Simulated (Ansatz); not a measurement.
# KF/MgS: short-period superlattices, part 3 of 4

How do the layer thicknesses change the gap of KF/MgS? The crystals are KF rock salt(001) and MgS rock salt(001), on a common net of side 3.833 Å (+0.0 % and +3.6 % against typed lattice constants near PBE's). Layer spacings come from each crystal relaxed along the normal on that net, and the joins take the mean spacing. The stacks are then relaxed. The first steps treat the bulk crystals alone.

Ansatz 0.2.0; PBE DFT, plane waves, PAW files (the session's first sound run).

So far, gap on path (eV): step 3 (band edges, strain 0.0001, crystal KF rock salt(001)) 5.96; step 5 (the bulk crystal and its band edges, strain 0.0365, crystal MgS rock salt(001)) 2.43; step 7 (band edges of the superlattice, atomic layers of each crystal 1×4) 2.51.

### 9. Relaxing the interfaces, stack KF 1 / MgS 3, atomic layers of each crystal 1×3

This step: PBE DFT, plane waves, PAW files (Ansatz 0.2.0).

System of this step: KF (1) / MgS (3). The cell holds 8 atoms: 1 F, 1 K, 3 S and 3 Mg. Cell: a = 3.833 Å, b = 3.833 Å, c = 10.394 Å, α = 90.0°, β = 90.0°, γ = 90.0°. Regions: 0: KF, 2 atoms (1 F and 1 K); 1: MgS, 6 atoms (3 S and 3 Mg). The structure's axis is c.

The stack is relaxed at a fixed cell, since the spacings at the joins were only estimated. The total length stays as laid.

Contents of input.yaml:

```yaml
crystal:
  lattice:
    - [3.833, 0.0, 0.0]
    - [0.0, 3.833, 0.0]
    - [0.0, 0.0, 10.3937597821]
  atoms:
    - { symbol: F, position: [0.0, 0.0, 0.0] }
    - { symbol: K, position: [0.5, 0.5, 0.0] }
    - { symbol: S, position: [0.5, 0.5, 0.2535701502] }
    - { symbol: Mg, position: [0.0, 0.0, 0.2535701502] }
    - { symbol: S, position: [0.0, 0.0, 0.5] }
    - { symbol: Mg, position: [0.5, 0.5, 0.5] }
    - { symbol: S, position: [0.5, 0.5, 0.7464298498] }
    - { symbol: Mg, position: [0.0, 0.0, 0.7464298498] }
kpoints:
  mp_grid: { grid: [6, 6, 2] }
scf:
  occupations: { method: fixed }
  max_iter: 120
hamiltonian:
  xc: pbe
output:
  eigenvalues: false
  forces: true
relax:
  f_tol: 0.02
  max_steps: 40
```

Launch:

```
> ansatz run input.yaml --threads 4 --pin off --max-ram 8192MiB --backend cpu --events-out ev --progress --plain --runs-dir out
```

Numbers of over 12 decimals in the logs are rounded to 6 here.

Output:

```text
[...]
Crystal: 8 atoms, lattice volume = 152.704 Å³
Basis set: ecut = 420 eV, 3011 PW (Γ), exchange–correlation on 54×54×144 points (8 copies of the dense FFT grid, shifted against one another)
Bands: 40, of which v1, the nominal top of the filled ones, is band 32 counted from 1 (31 counted from 0)
Symmetry: 16 space group operations
[...]
k-points: 20 of 72
[...]
SCF iter   1: F=—  HF=-10833.774381 eV  |F-HF|=—  |Δ(HF+E_count)|=         —  Δρ=1.60e-3  dr2=1.53e-2  ethr=1.77e-3  ⟨swp⟩=4.8  Hψ=2894  notcnv=0  defer=98
[...]
SCF iter   6: F=-10833.769696 eV  HF=-10833.769696 eV  |F-HF|=7.75e-8  |Δ(HF+E_count)|=   1.42e-7  Δρ=1.81e-5  dr2=4.32e-7  ethr=4.85e-9  ⟨swp⟩=3.0  Hψ=2683  notcnv=0
SCF 1 converged in 6 iterations: F = -10833.769696 eV  dr2 = 4.32e-7
[...]
relax step   1: F+E_penalty+E_count = -10833.76969638 eV  Δ(F+E_penalty+E_count) = +0.000e0 eV  max|allowed force component| = 1.397e0 eV/Å  Δτ_max = 0.0000 Å  (6 SCF iters, dr2 threshold 1.00e-5 eV, accepted)
[...]
SCF iter   5: F=-10833.903268 eV  HF=-10833.903274 eV  |F-HF|=5.91e-6  |Δ(HF+E_count)|=   1.55e-5  Δρ=9.54e-5  dr2=1.16e-5  ethr=1.32e-7  ⟨swp⟩=4.0  Hψ=2357  notcnv=0
SCF 2 converged in 5 iterations: F = -10833.903268 eV  dr2 = 1.16e-5
relax step   2: F+E_penalty+E_count = -10833.90326815 eV  Δ(F+E_penalty+E_count) = -1.336e-1 eV  max|allowed force component| = 6.581e-1 eV/Å  Δτ_max = 0.1683 Å  (5 SCF iters, dr2 threshold 1.00e-4 eV, accepted)
SCF iter   1: F=—  HF=-10833.943675 eV  |F-HF|=—  |Δ(HF+E_count)|=         —  Δρ=1.96e-3  dr2=5.81e-3  ethr=1.33e-4  ⟨swp⟩=3.6  Hψ=1523  notcnv=0  defer=60
[...]
SCF iter   5: F=-10833.942256 eV  HF=-10833.942258 eV  |F-HF|=1.29e-6  |Δ(HF+E_count)|=   3.21e-6  Δρ=2.55e-5  dr2=2.69e-6  ethr=3.16e-8  ⟨swp⟩=4.0  Hψ=2396  notcnv=0
SCF 3 converged in 5 iterations: F = -10833.942256 eV  dr2 = 2.69e-6
relax step   3: F+E_penalty+E_count = -10833.94225638 eV  Δ(F+E_penalty+E_count) = -3.899e-2 eV  max|allowed force component| = 9.885e-2 eV/Å  Δτ_max = 0.0412 Å  (5 SCF iters, dr2 threshold 2.71e-5 eV, accepted)
[...]
relax step   4: F+E_penalty+E_count = -10833.94407141 eV  Δ(F+E_penalty+E_count) = -1.815e-3 eV  max|allowed force component| = 2.487e-2 eV/Å  Δτ_max = 0.0125 Å  (5 SCF iters, dr2 threshold 6.11e-7 eV, accepted)
SCF iter   1: F=—  HF=-10833.944554 eV  |F-HF|=—  |Δ(HF+E_count)|=         —  Δρ=4.13e-4  dr2=2.26e-4  ethr=2.38e-6  ⟨swp⟩=3.5  Hψ=1772  notcnv=0  defer=60
[...]
SCF iter   6: F=-10833.944253 eV  HF=-10833.944253 eV  |F-HF|=2.27e-10  |Δ(HF+E_count)|=  4.04e-10  Δρ=1.13e-6  dr2=4.01e-9  ethr=1.56e-10  ⟨swp⟩=4.0  Hψ=2499  notcnv=0
SCF 5 converged in 6 iterations: F = -10833.944253 eV  dr2 = 4.01e-9
relax step   5: F+E_penalty+E_count = -10833.94425288 eV  Δ(F+E_penalty+E_count) = -1.815e-4 eV  max|allowed force component| = 3.430e-3 eV/Å  Δτ_max = 0.0055 Å  (6 SCF iters, accepted)
SCF converged after 6 iterations
Free energy (F): -10833.944253 eV
[...]
Internal energy: -10833.944253 eV  (E = F + TS)
E sigma→0 (E₀):  -10833.944253 eV
Fermi energy:    5.089198 eV
[...]
--- Forces (eV/Å), atoms counted from 1 ---
  atom   1  F      0.00000000    -0.00000000     0.00000000
  atom   2  K      0.00000000     0.00000000     0.00000000
  atom   3  S      0.00000000     0.00000000     0.00342980
  atom   4  Mg     0.00000000     0.00000000     0.00153318
  atom   5  S     -0.00000000     0.00000000     0.00000000
  atom   6  Mg     0.00000000    -0.00000000     0.00000000
  atom   7  S      0.00000000     0.00000000    -0.00342980
  atom   8  Mg     0.00000000     0.00000000    -0.00153318
  max |Σ_I F_I| component: 2.17e-19 eV/Å
--- Relaxed structure (5 steps of the walk, 5 accepted, 0 SCFs on fresh bases) ---
  F+E_penalty+E_count = -10833.94425288 eV   max|allowed force component| = 3.430e-3 eV/Å
  atoms:
    - { symbol: F, position: [0, 0, 0] }
    - { symbol: K, position: [0.5, 0.5, 0] }
    - { symbol: S, position: [0.5, 0.5, 0.265550] }
    - { symbol: Mg, position: [0, 0, 0.259318] }
    - { symbol: S, position: [0, 0, 0.5] }
    - { symbol: Mg, position: [0.5, 0.5, 0.5] }
    - { symbol: S, position: [0.5, 0.5, 0.734450] }
    - { symbol: Mg, position: [0, 0, 0.740682] }
[...]
```

Elapsed: 5.5 s, on 4 threads of Arm Neoverse V2, shared host; peak memory 0.49 GiB.

Step by step:

```csv
step,energy less that of the first step (eV),largest force component (eV/Å)
1,0.0000,1.3975
2,-0.1336,0.6581
3,-0.1726,0.0989
4,-0.1744,0.0249
5,-0.1746,0.0034
```

Forces are held to the 16 operations that the run works with; a distortion that breaks them can't arise in this run.

The atoms that moved most (Å):

```csv
atom,dx,dy,dz,length
S3,0.000,0.000,0.125,0.125
S7,0.000,0.000,-0.125,0.125
Mg8,0.000,0.000,-0.060,0.060
Mg4,0.000,0.000,0.060,0.060
```

This step gave:

* free energy: -10833.9443 eV
* Fermi energy: 5.089 eV

The largest force component on a free atom ends at 0.0034 eV/Å.

### 10. Band edges of the superlattice, atomic layers of each crystal 1×3

Another period, with its own band edges.

Contents of input.yaml:

```yaml
crystal:
  lattice:
    - [3.833, 0.0, 0.0]
    - [0.0, 3.833, 0.0]
    - [0.0, 0.0, 10.3937597821]
  atoms:
    - { symbol: F, position: [0.0, 0.0, 0.0] }
    - { symbol: K, position: [0.5, 0.5, 0.0] }
    - { symbol: S, position: [0.5, 0.5, 0.2655499809] }
    - { symbol: Mg, position: [0.0, 0.0, 0.2593183748] }
    - { symbol: S, position: [0.0, 0.0, 0.5] }
    - { symbol: Mg, position: [0.5, 0.5, 0.5] }
    - { symbol: S, position: [0.5, 0.5, 0.7344500191] }
    - { symbol: Mg, position: [0.0, 0.0, 0.7406816252] }
kpoints:
  mp_grid: { grid: [6, 6, 2] }
  band_path: { path: [VBM, CBM], npoints: 24 }
scf:
  occupations: { method: fixed }
  max_iter: 120
hamiltonian:
  xc: pbe
output:
  eigenvalues: true
  write_potential: true
  write_density: true
  volumetric_format: npy
```

Output:

```text
[...]
Crystal: 8 atoms, lattice volume = 152.704 Å³
Basis set: ecut = 420 eV, 3011 PW (Γ)
Bands: 40, of which v1, the nominal top of the filled ones, is band 32 counted from 1 (31 counted from 0)
Symmetry: 16 space group operations
[...]
k-points: 20 of 72
[...]
SCF iter   1: F=—  HF=-10833.950872 eV  |F-HF|=—  |Δ(HF+E_count)|=         —  Δρ=1.83e-3  dr2=2.03e-2  ethr=1.77e-3  ⟨swp⟩=4.8  Hψ=2893  notcnv=0  defer=106
[...]
SCF iter   7: F=-10833.944567 eV  HF=-10833.944566 eV  |F-HF|=9.52e-9  |Δ(HF+E_count)|=   1.37e-7  Δρ=3.22e-6  dr2=1.46e-8  ethr=1.56e-10  ⟨swp⟩=11.2  Hψ=3573  notcnv=0
SCF 1 converged in 7 iterations: F = -10833.944567 eV  dr2 = 1.46e-8
[...]
SCF converged after 7 iterations
Free energy (F): -10833.944567 eV
[...]
Internal energy: -10833.944567 eV  (E = F + TS)
E sigma→0 (E₀):  -10833.944567 eV
Fermi energy:    5.089257 eV
[...]
--- Band table (eV; the first three rows and the last of 20) ---
  k-point 0: bands = [... 28 lower, 4.1147, 4.4935, 5.0893, 5.0893, 7.4762, 9.0935, 9.1178, 9.7400, ... 4 higher]
  k-point 1: bands = [... 28 lower, 4.1703, 4.1703, 5.0544, 5.0544, 8.0096, 8.3184, 9.5811, 9.8521, ... 4 higher]
  k-point 2: bands = [... 28 lower, 4.1934, 4.3891, 4.7757, 5.0633, 8.2936, 9.3211, 9.6029, 10.6293, ... 4 higher]
  k-point 19: bands = [... 28 lower, 3.5283, 3.5283, 3.5891, 3.7110, 7.8592, 8.3701, 10.0320, 10.6467, ... 4 higher]
```

Run time: 8.2 s. Hardware: 4 threads; peak memory 0.47 GiB; 31 s of CPU time.

This step gave:

- free energy: -10833.9446 eV
- gap on the k-mesh: 2.342 eV
- gap on path: 2.342 eV, by band count; negative where bands overlap
- edge places on path: 0, 1.159 1/A along the path

The electronic bands at the labelled points (eV, zero at the Fermi level (highest filled level under fixed occupations); v1 is the highest filled band, c1 the lowest empty one):

```csv
point,v4,v3,v2,v1,c1,c2,c3,c4
VBM,-0.97,-0.60,0.00,0.00,2.39,4.00,4.03,4.65
halfway,-1.56,-0.85,-0.60,-0.43,4.09,5.12,5.61,5.98
CBM,-1.88,-1.47,-1.47,-0.92,2.34,3.90,4.64,4.92
```

The searched edges give 2.34 eV, as on the mesh.

For the gap on path, step 7 gave 2.51 eV; this run, with 8 atoms and atomic layers of each crystal 1×3, gives 2.34 eV.

### 11. Minibands and complex bands along the stacking, atomic layers of each crystal 1×3

This step: PBE DFT, plane waves, PAW files; complex bands by layer matching along the plane's normal (Ansatz 0.2.0).

The whole cell is now the period, so open channels are minibands and Im kz is the decay through the stack.

Edit input.yaml of step 10 so:

```diff
@@ -16,3 +16,2 @@
   mp_grid: { grid: [6, 6, 2] }
-  band_path: { path: [VBM, CBM], npoints: 24 }
 scf:
@@ -24,4 +23,6 @@
   eigenvalues: true
-  write_potential: true
-  write_density: true
-  volumetric_format: npy
+  transmission:
+    leads: [[0, 0]]
+    kpoints: [[0.0, 0.0], [-0.5, -0.5]]
+    e_range: [-1.5, 3.84]
+    de: 0.08
```

Output:

```text
[...]
Crystal: 8 atoms, lattice volume = 152.704 Å³
Basis set: ecut = 420 eV, 3011 PW (Γ)
Bands: 40, of which v1, the nominal top of the filled ones, is band 32 counted from 1 (31 counted from 0)
Symmetry: 16 space group operations
[...]
k-points: 20 of 72
[...]
SCF iter   1: F=—  HF=-10833.950872 eV  |F-HF|=—  |Δ(HF+E_count)|=         —  Δρ=1.83e-3  dr2=2.03e-2  ethr=1.77e-3  ⟨swp⟩=4.8  Hψ=2893  notcnv=0  defer=106
[...]
SCF iter   7: F=-10833.944567 eV  HF=-10833.944566 eV  |F-HF|=9.52e-9  |Δ(HF+E_count)|=   1.37e-7  Δρ=3.22e-6  dr2=1.46e-8  ethr=1.56e-10  ⟨swp⟩=11.2  Hψ=3573  notcnv=0
SCF 1 converged in 7 iterations: F = -10833.944567 eV  dr2 = 1.46e-8
[...]
transmission: 16 of 32 steps passed
transmission: 32 of 32 steps passed
SCF converged after 7 iterations
Free energy (F): -10833.944567 eV
[...]
Internal energy: -10833.944567 eV  (E = F + TS)
E sigma→0 (E₀):  -10833.944567 eV
Fermi energy:    5.089257 eV
[...]
--- Band table (eV; the first three rows and the last of 20) ---
  k-point 0: bands = [... 28 lower, 4.1147, 4.4935, 5.0893, 5.0893, 7.4762, 9.0935, 9.1178, 9.7400, ... 4 higher]
  k-point 1: bands = [... 28 lower, 4.1703, 4.1703, 5.0544, 5.0544, 8.0096, 8.3184, 9.5811, 9.8521, ... 4 higher]
  k-point 2: bands = [... 28 lower, 4.1934, 4.3891, 4.7757, 5.0633, 8.2936, 9.3211, 9.6029, 10.6293, ... 4 higher]
  k-point 19: bands = [... 28 lower, 3.5283, 3.5283, 3.5891, 3.7110, 7.8592, 8.3701, 10.0320, 10.6467, ... 4 higher]
--- Transmission ---
  basis      : 137 plane waves across, 16 finite elements along
  points     : 2, as listed
[...]
channels       : 0.000000e0 a spin
[...]
slowest decay  : 0.2710 /Å at (0.0000, 0.0000)
```

Wall time 12 s (4 threads); peak memory 0.58 GiB.

Numbers from this step:

| Quantity | Value |
| --- | --- |
| decay constant at the filling level, zone centre | 0.2710 Å⁻¹ |
| decay constant at the filling level, slowest listed point | 0.271 Å⁻¹ |

Lower lead, k parallel (0, 0); values up to 1.5 1/Å, a degenerate pair printed once or twice; energies at which all values exceed this have no row. Im kz of the slowest decaying states against energy, zero at the highest filled level on the SCF mesh:

```csv
energy (eV),decay 1 (Å⁻¹),decay 2 (Å⁻¹),decay 3 (Å⁻¹),decay 4 (Å⁻¹)
-1.5000,0.0158,0.0736,0.598,1.32
-1.2600,0.0726,0.259,0.591,1.30
-1.0200,0.153,0.582,1.27,-
-0.7800,0.237,0.572,1.25,-
-0.4600,0.114,0.307,0.556,1.21
-0.2200,0.179,0.277,0.543,1.18
0.0200,0.138,0.217,0.529,1.15
0.2600,0.242,0.358,0.513,1.13
0.5000,0.259,0.432,0.496,1.10
0.7400,0.269,0.478,0.479,1.07
0.9800,0.272,0.458,0.512,1.03
1.2200,0.269,0.438,0.537,1.00
1.4600,0.259,0.416,0.555,0.969
1.7800,0.229,0.389,0.573,0.922
2.0200,0.189,0.369,0.582,0.885
2.2600,0.117,0.350,0.589,0.846
2.5000,0.331,0.592,0.805,1.44
2.7400,0.311,0.594,0.762,1.42
2.9800,0.0333,0.289,0.594,0.716
3.2200,0.0136,0.263,0.592,0.667
3.4600,0.231,0.588,0.612,1.37
3.7800,0.173,0.531,0.580,1.35
```

Lower lead, k parallel (-0.5, -0.5); values up to 1.5 1/Å, a degenerate pair printed once or twice; energies at which all values exceed this have no row. The Im kz of the slowest decaying states by energy, zero at the highest filled level on the SCF mesh:

```csv
energy (eV),decay 1 (Å⁻¹),decay 2 (Å⁻¹),decay 3 (Å⁻¹)
-1.5000,0.00207,0.391,-
-1.2600,0.252,0.416,-
-1.0200,0.326,0.43,-
-0.7800,0.132,0.371,0.437
-0.4600,0.222,0.410,0.439
-0.2200,0.260,0.430,0.436
0.0200,0.288,0.429,0.445
0.2600,0.309,0.419,0.455
0.5000,0.324,0.405,0.461
0.7400,0.336,0.388,0.465
0.9800,0.344,0.367,0.466
1.2200,0.341,0.349,0.465
1.4600,0.310,0.352,0.462
1.7800,0.256,0.353,0.454
2.0200,0.199,0.351,0.446
2.2600,0.103,0.347,0.436
2.5000,0.341,0.424,-
2.7400,0.333,0.410,-
2.9800,0.0683,0.322,0.393
3.2200,0.0435,0.309,0.374
3.4600,0.293,0.353,-
3.7800,0.264,0.318,-
```

At the listed wavevectors the last open channel is at -0.62 eV and the next at +2.42 eV on the grid, wider than the gap, since narrow bands can fall between grid energies. At +1.14 eV, the grid energy nearest the filling level (the middle of the gap on the SCF mesh), the slowest state at the listed wavevectors decays with κ = 0.271 Å⁻¹, its amplitude falling by e over 3.7 Å.

### 12. Relaxing the interfaces, stack KF 4 / MgS 4, atomic layers of each crystal 4×4

This step: PBE DFT, plane waves, PAW files (Ansatz 0.2.0).

System of this step: KF (4) / MgS (4). The cell holds 16 atoms: 4 F, 4 K, 4 S and 4 Mg. Its edges and angles: a = 3.833 Å, b = 3.833 Å, c = 21.084 Å, α = 90.0°, β = 90.0°, γ = 90.0°. Regions: 0: KF, 8 atoms (4 F and 4 K); 1: MgS, 8 atoms (4 S and 4 Mg). The structure's axis is c.

The stack is relaxed at a fixed cell, since the spacings at the joins were only estimated. The total length stays as laid.

Contents of input.yaml:

```yaml
crystal:
  lattice:
    - [3.833, 0.0, 0.0]
    - [0.0, 3.833, 0.0]
    - [0.0, 0.0, 21.0843778306]
  atoms:
    - { symbol: F, position: [0.0, 0.0, 0.0] }
    - { symbol: K, position: [0.5, 0.5, 0.0] }
    - { symbol: F, position: [0.5, 0.5, 0.1285198841] }
    - { symbol: K, position: [0.0, 0.0, 0.1285198841] }
    - { symbol: F, position: [0.0, 0.0, 0.2570397682] }
    - { symbol: K, position: [0.5, 0.5, 0.2570397682] }
    - { symbol: F, position: [0.5, 0.5, 0.3855596523] }
    - { symbol: K, position: [0.0, 0.0, 0.3855596523] }
    - { symbol: S, position: [0.0, 0.0, 0.5105596523] }
    - { symbol: Mg, position: [0.5, 0.5, 0.5105596523] }
    - { symbol: S, position: [0.5, 0.5, 0.6320397682] }
    - { symbol: Mg, position: [0.0, 0.0, 0.6320397682] }
    - { symbol: S, position: [0.0, 0.0, 0.7535198841] }
    - { symbol: Mg, position: [0.5, 0.5, 0.7535198841] }
    - { symbol: S, position: [0.5, 0.5, 0.875] }
    - { symbol: Mg, position: [0.0, 0.0, 0.875] }
kpoints:
  mp_grid: { grid: [6, 6, 2] }
scf:
  occupations: { method: fixed }
  max_iter: 120
hamiltonian:
  xc: pbe
output:
  eigenvalues: false
  forces: true
relax:
  f_tol: 0.02
  max_steps: 40
```

Output:

```text
[...]
Crystal: 16 atoms, lattice volume = 309.769 Å³
Basis set: ecut = 420 eV, 6095 PW (Γ), exchange–correlation on 54×54×288 points (8 copies of the dense FFT grid, shifted against one another)
Bands: 80, of which v1, the nominal top of the filled ones, is band 64 counted from 1 (63 counted from 0)
Symmetry: 16 space group operations
[...]
k-points: 20 of 72
[...]
- { symbol: K, position: [0, 0, 0.379119] }
    - { symbol: S, position: [0, 0, 0.513606] }
    - { symbol: Mg, position: [0.500000, 0.500000, 0.509853] }
    - { symbol: S, position: [0.500000, 0.500000, 0.631609] }
    - { symbol: Mg, position: [0, 0, 0.633241] }
    - { symbol: S, position: [0, 0, 0.753951] }
    - { symbol: Mg, position: [0.500000, 0.500000, 0.752318] }
    - { symbol: S, position: [0.500000, 0.500000, 0.871954] }
    - { symbol: Mg, position: [0, 0, 0.875707] }
[...]
[key lines of the parts left out:]
SCF converged after 7 iterations
Free energy (F): -20709.369459 eV
Fermi energy:    5.355816 eV
```

Wall time 27 s (4 threads); peak memory 0.98 GiB.

The steps of the relaxation:

```csv
step,energy less that of the first step (eV),largest force component (eV/Å)
1,0.0000,1.7257
2,-0.3947,0.3304
3,-0.4056,0.2591
4,-0.4228,0.0746
5,-0.4267,0.0494
6,-0.4306,0.0189
```

The run keeps the 16 symmetry operations that it works with, so distortions that break them were not tested.

The atoms that moved most (Å):

```csv
atom,dx,dy,dz,length
F7,0.000,0.000,0.187,0.187
F1,0.000,0.000,-0.187,0.187
K2,0.000,0.000,0.136,0.136
K8,0.000,0.000,-0.136,0.136
F3,0.000,0.000,0.084,0.084
F5,0.000,0.000,-0.084,0.084
S15,0.000,0.000,-0.064,0.064
S9,0.000,0.000,0.064,0.064
```

The largest force component on a free atom ends at 0.019 eV/Å.

[end of part 3 of 4]

[Logs are printed without paths, hosts, clocks, repeated set-up lines and the standing remarks that a program may print on its own settings, such as how far it seeks lower states.]

[Hosts, paths, dates, database ids (printed as entryN), source tags and the programs' standing remarks are cut or masked in the printed files.]
